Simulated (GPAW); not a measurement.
TiO:

```xyz
4
Lattice="2.8516 0.0000 0.0000 -1.4258 2.4696 0.0000 0.0000 0.0000 5.5675" Properties=species:S:1:pos:R:3 pbc="T T T"
Ti    1.4258    0.8232    4.1756
Ti    0.0000    1.6464    1.3919
O     0.0000    0.0000    2.7838
O     0.0000    0.0000    0.0000
```

The cell comes from a database or a generator and needn't be the stable form of this composition.

Base run:

* Program: GPAW 26.7.0
* Functional: PBEsol
* Potentials or basis: PAW data sets generated in the run's folder for this functional
* Cutoff: 800 eV
* Basis: pw
* k mesh: 8 × 8 × 4
* Occupations: fermi-dirac, width 0.05 eV
* Spin: no spin polarisation
* Hubbard terms: Ti d U = 4 eV

Its results: pressure -1.1 GPa.

Task: The run is repeated on the same cell with these changes: hubbard terms from Ti d U = 4 eV to none. What comes out?

Result: Pressure -8.8 GPa.

Caveats: U without spin polarisation on a metal has little footing (some runs).
